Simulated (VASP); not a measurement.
# SnTe (strained zincblende), r²SCAN single-point calculation: Ansatz's output and VASP's

```yaml
crystal:
  lattice:
    - [0.00000, 3.67358, 3.36300]
    - [3.67358, 0.00000, 3.36300]
    - [3.67358, 3.67358, 0.00000]
  atoms:
    - { symbol: Sn, position: [0.00000, 0.00000, 0.00000] }
    - { symbol: Te, position: [0.25000, 0.25000, 0.25000] }
```

Ansatz printed

```
SCF 1 converged in 6 iterations: F = -13033.367203 eV  dr2 = 9.58e-8
  greatest PAW one-centre occupation: 0.997 electrons in one spin orbital (limit 2), on the Te atom at site 1 (counted from 0), in its partial waves of l = 2
NSCF: frozen V_eff on 7 k-points
SCF converged after 6 iterations
Free energy (F): -13033.367203 eV
Harris-Foulkes:  -13033.367203 eV  (|F-HF|=2.40e-8)
Internal energy: -13033.366755 eV  (E = F + TS)
E sigma→0 (E₀):  -13033.366979 eV
Entropy (-TS):   -0.000448 eV (-0.224 meV/atom)
Fermi energy:    5.365426 eV
--- Per-component energies (eV) ---
  E_band       = -496.546815
  E_kinetic    = 363.864634
  E_local      = -2966.606363  (includes V_loc(G=0)·N_el)
  E_nonlocal   = -343.913134
  E_hartree    = 1700.135473
  E_xc         = -489.882999
  E_vxc        = -216.013949  (∫ρ·V_xc dr)
  E_paw        = -8841.030306  (= ΣΔE_a)
  E_vpaw       = -747.915439  (= ΣTr[D̂ρ^β])
  E_aug_tail   = -0.000037  (compensation charges beyond the density's cutoff)
  E_vtau       = 13.756064  (kinetic-family band-sum trace: ∫τ·v_τ [+ j·A + Jᵃ·Aᵃ] dr)
  E_ewald      = -2456.954198
  E_core_change = 1.020175  (= ΣΔE_core)
  E_smearing   = -0.000448  (= −TS)
  E_closure    = -0.000000  (closes the sum)
  Σ components = -13033.367203   (vs F -13033.367203, Δ=0.00e0)
--- Forces (eV/Å), atoms counted from 1 ---
  atom   1  Sn     0.00000000    -0.00000000     0.00000000
  atom   2  Te    -0.00000000    -0.00000000     0.00000000
  max |Σ_I F_I| component: 5.00e-16 eV/Å
--- Stress (GPa, compression-positive) ---
        0.251032       0.000000      -0.000000
       -0.000000       0.251032      -0.000000
       -0.000000      -0.000000       0.009381
  P = ⅓ Tr σ = 0.1705 GPa (1.705 kbar)
--- Band table (eV; the first three rows and the last of 30) ---
  k-point 0: bands = ["-32.3769", "-32.3728", "-32.3614", "-32.3614", "-32.3524", "-17.3344", "-17.3344", "-17.3307", "-17.3228", "-17.3194", "-6.9589", "0.1560", "2.9643", "2.9643", "3.2922", "6.1810", "6.4633", "6.4633", "9.5974"]
  k-point 1: bands = ["-32.3769", "-32.3728", "-32.3613", "-32.3613", "-32.3524", "-17.3344", "-17.3338", "-17.3307", "-17.3229", "-17.3193", "-6.8264", "-0.5249", "2.7713", "2.9989", "3.3211", "6.3764", "6.7344", "6.8477", "10.4088"]
  k-point 2: bands = ["-32.3769", "-32.3727", "-32.3613", "-32.3613", "-32.3524", "-17.3348", "-17.3329", "-17.3304", "-17.3229", "-17.3190", "-6.5161", "-1.5962", "2.4568", "2.7838", "3.2383", "7.0005", "7.0810", "7.9948", "10.9369"]
  k-point 29: bands = ["-32.3770", "-32.3726", "-32.3611", "-32.3611", "-32.3525", "-17.3365", "-17.3301", "-17.3301", "-17.3243", "-17.3179", "-6.0152", "-2.3602", "1.5926", "1.5926", "4.2899", "5.2445", "9.6430", "9.6430", "11.3001"]
```

Datasets and cutoffs are each program's own. VASP's cell holds 20 valence electrons and Ansatz's 30. Ansatz's stress includes a Pulay correction; VASP's doesn't.

**Question.** What does VASP give for the same cell and level of theory?

**Answer.** gap between bands v and c -0.34 eV (bands overlap: a metal); least direct gap 0.81 eV; pressure 0.2 GPa.

From OUTCAR

```
k-points           NKPTS =     30   k-points in BZ     NKDIM =     30   number of bands    NBANDS=     17

   NELECT =      20.0000    total number of electrons

   dimension x,y,z NGX =    40 NGY =   40 NGZ =   40
   dimension x,y,z NGXF=    80 NGYF=   80 NGZF=   80

  energy-cutoff  :      520.00
  volume of cell :       90.77
      direct lattice vectors                 reciprocal lattice vectors
     0.000000000  3.673583609  3.363003312    -0.136106879  0.136106879  0.148676630
     3.673583609  0.000000000  3.363003312     0.136106879 -0.136106879  0.148676630
     3.673583609  3.673583609  0.000000000     0.136106879  0.136106879 -0.148676630

 k-points in reciprocal lattice and weights: KPOINTS created by Atomic Simulation Env
   0.00000000  0.00000000  0.00000000       0.005
   0.16666667  0.00000000  0.00000000       0.037
   0.33333333  0.00000000  0.00000000       0.037
   0.50000000  0.00000000  0.00000000       0.019
   0.16666667  0.16666667  0.00000000       0.009
   0.33333333  0.16666667  0.00000000       0.037
   0.50000000  0.16666667  0.00000000       0.037
  -0.33333333  0.16666667  0.00000000       0.037
   ...

 E-fermi :   3.4847

 k-point     1 :       0.0000    0.0000    0.0000
  band No.  band energies     occupation
      1     -19.1488      2.00000
      2     -19.1488      2.00000
      3     -19.1452      2.00000
      4     -19.1345      2.00000
      5     -19.1303      2.00000
      6      -8.8392      2.00000
      7      -1.7290      2.00000
      8       1.0843      2.00000
      9       1.0843      2.00000
     10       1.4128      2.00000
     11       4.2976      0.00000
     12       4.5804      0.00000
     13       4.5804      0.00000
     14       7.7118      0.00000
     15       9.7001      0.00000
     16      10.5651      0.00000
     17      10.9806      0.00000

 k-point     2 :       0.1667    0.0000    0.0000
  band No.  band energies     occupation
      1     -19.1489      2.00000
      2     -19.1483      2.00000
      3     -19.1452      2.00000
      4     -19.1346      2.00000
      5     -19.1302      2.00000
      6      -8.7067      2.00000
      7      -2.4097      2.00000
      8       0.8910      2.00000
      9       1.1187      2.00000
     10       1.4402      2.00000
     11       4.4933      0.00000
     12       4.8515      0.00000
     13       4.9648      0.00000
     14       8.5237      0.00000
     15       9.3353      0.00000
     16       9.8259      0.00000
     17      11.0232      0.00000

 k-point     3 :       0.3333    0.0000    0.0000
  band No.  band energies     occupation
      1     -19.1493      2.00000
      2     -19.1473      2.00000
      3     -19.1448      2.00000
      4     -19.1346      2.00000
      5     -19.1299      2.00000
      6      -8.3959      2.00000
      7      -3.4814      2.00000
      8       0.5761      2.00000
      9       0.9035      2.00000
     10       1.3557      2.00000
     11       5.1175      0.00000
     12       5.1980      0.00000
     13       6.1126      0.00000
     14       9.0508      0.00000
     15       9.7664      0.00000
     16       9.9810      0.00000
     17      11.0854      0.00000

 k-point     4 :       0.5000    0.0000    0.0000
  band No.  band energies     occupation
      1     -19.1496      2.00000
      2     -19.1469      2.00000
      3     -19.1446      2.00000
      4     -19.1346      2.00000
      5     -19.1297      2.00000
      6      -8.2070      2.00000
      7      -3.9705      2.00000
      8       0.4424      2.00000
      9       0.8027      2.00000
     10       1.2505      2.00000
     11       5.2808      0.00000
     12       5.3728      0.00000
     13       7.1260      0.00000
     14       9.2922      0.00000
     15       9.9374      0.00000
     16      10.7980      0.00000
     17      10.8691      0.00000

 k-point     5 :       0.1667    0.1667    0.0000
  band No.  band energies     occupation
      1     -19.1478      2.00000
      2     -19.1478      2.00000
      3     -19.1466      2.00000
      4     -19.1349      2.00000
      5     -19.1300      2.00000
      6      -8.6487      2.00000
      7      -2.5087      2.00000
      8       0.6264      2.00000
      9       0.6264      2.00000
     10       2.0609      2.00000
     11       3.8374      0.00000
     12       5.3161      0.00000
     13       5.3161      0.00000
     14       8.9657      0.00000
     15       9.2423      0.00000
     16      10.0287      0.00000
     17      11.7473      0.00000

 ...

  Total        0.1389070      0.1389070     -0.0006800      0.0000000     -0.0000000     -0.0000000
  in kB        2.4518706      2.4518706     -0.0120022      0.0000000     -0.0000000     -0.0000000
  external PRESSURE =       1.6305797 kB  Pullay stress =       0.0000000 kB

 POSITION                                       TOTAL-FORCE (eV/Angst)
 -----------------------------------------------------------------------------------
      0.00000      0.00000      0.00000        -0.000000     -0.000000     -0.000000
      1.83679      1.83679      1.68150         0.000000      0.000000      0.000000
 -----------------------------------------------------------------------------------
    total drift:                                0.000004      0.000004     -0.000001

  FREE ENERGIE OF THE ION-ELECTRON SYSTEM (eV)
  ---------------------------------------------------
  free  energy   TOTEN  =       -50.0693204784 eV

  energy  without entropy=      -50.0688695267  energy(sigma->0) =      -50.06909500
```
